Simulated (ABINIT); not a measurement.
BN:

```
N B
1.0
     2.49824    0.00000    0.00000
    -1.24912    2.16354    0.00000
     0.00000    0.00000    6.63570
N B
2 2
Direct
  0.66667 0.33333 0.25000
  0.33333 0.66667 0.75000
  0.66667 0.33333 0.75000
  0.33333 0.66667 0.25000
```

Base run:

* Program: ABINIT 10.8.3 (patched build)
* Functional: PBE
* Potentials or basis: JTH PAW PBE v2.0
* Cutoff: 707 eV
* k mesh: 16 × 16 × 5
* Occupations: fermi-dirac, width 0.05 eV
* Spin: no spin polarisation

Its results: band gap on the k mesh 4.24 eV, indirect (least direct gap 4.68 eV); pressure 5.3 GPa.

Q: After a change of settings the same cell gave: band gap on the k mesh 4.48 eV, indirect (least direct gap 4.69 eV); pressure 5.3 GPa. Which change was it?
A. functional from PBE to PBEsol; k mesh from 16 × 16 × 5 to 5 × 5 × 2
B. k mesh from 16 × 16 × 5 to 7 × 7 × 2
C. functional from PBE to HCTH407; k mesh from 16 × 16 × 5 to 12 × 12 × 4
D. potentials or basis from JTH PAW PBE v2.0 to PseudoDojo NC SR PBE v0.5 standard; cutoff from 707 eV to 1143 eV; k mesh from 16 × 16 × 5 to 12 × 12 × 4

A: B.

Caveats: some runs use coarse meshes; an odd mesh through Γ misses points on the zone boundary, where band edges often lie; this functional lacks dispersion, which binds the layers, so the pressure and a relaxed spacing across them are unreliable.

Not every run made on this cell is shown here.
